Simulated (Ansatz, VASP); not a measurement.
# Two plane-wave programs on C

The input POSCAR:

```
C
1.0
    3.0202374375      0.0000000000      0.0000000000
   -1.5101187188      2.6156023463      0.0000000000
    0.0000000000      0.0000000000      4.9985020799
C
4
Direct
    0.3333333333      0.6666666667      0.0630908783
    0.6666666667      0.3333333333      0.5630908783
    0.3333333333      0.6666666667      0.4369091217
    0.6666666667      0.3333333333      0.9369091217
```

File INCAR.step1:

```
PREC = Accurate ; ENCUT = 520
ISMEAR = 0 ; SIGMA = 0.1
LREAL = False ; LASPH = True
NELM = 60 ; NBANDS = 16
GGA = PE ; ALGO = Normal
EDIFF = 1E-4 ; LWAVE = True
LCHARG = False
```

Contents of INCAR.step2:

```
PREC = Accurate ; ENCUT = 520
EDIFF = 1E-7 ; ISMEAR = 0
SIGMA = 0.1 ; LREAL = False
LASPH = True ; NELM = 60
ALGO = Normal ; ISIF = 2
LWAVE = False ; LCHARG = False
METAGGA = R2SCAN ; LMIXTAU = True
NBANDS = 16 ; ISTART = 1
```

File KPOINTS:

```
Automatic mesh
0
Gamma
  6 6 4
```

Input for Ansatz:

```yaml
crystal:
  lattice:
    - [3.020237439, 0.0, 0.0]
    - [-1.5101187195, 2.6156023476, 0.0]
    - [0.0, 0.0, 4.9985020876]
  atoms:
    - { symbol: C, position: [0.3333333333, 0.6666666667, 0.0630908784] }
    - { symbol: C, position: [0.6666666667, 0.3333333333, 0.5630908784] }
    - { symbol: C, position: [0.3333333333, 0.6666666667, 0.4369091216] }
    - { symbol: C, position: [0.6666666667, 0.3333333333, 0.9369091216] }
basis:
  ecutwfc: 500
kpoints:
  mp_grid: { grid: [6, 6, 4] }
hamiltonian:
  xc: r2scan
scf:
  occupations: { method: gaussian, width: 0.1 }
output:
  forces: true
  stress: true
  eigenvalues: true
```

Alike in both runs: task single point; functional r2SCAN; k mesh 6 × 6 × 4; occupations gaussian, width 0.1 eV; no spin polarisation.

```csv
,VASP,Ansatz
version,VASP 6.6.1,Ansatz 0.2.0
potentials or method,"VASP PAW PBE potentials, release 64 (C)","scalar-relativistic, plane waves, PAW"
plane-wave cutoff (eV),520,500
valence electrons in the cell,16,16
```

Ansatz gave:

```
gap on the k mesh at the Fermi level (eV) : 2.51
least direct gap on the mesh (eV)         : 2.51
rms of the force components (eV/Å)        : 0.183
```

**Question.** Which values does VASP return?

**Answer.** gap on the k mesh at the Fermi level (eV): 2.51; least direct gap on the mesh (eV): 2.51; rms of the force components (eV/Å): 0.182.

Atom by atom the forces differ by 0.001 eV/Å (rms over components).

Caveats: the PAW data sets were made with another functional, which shifts forces and pressure a little (VASP).
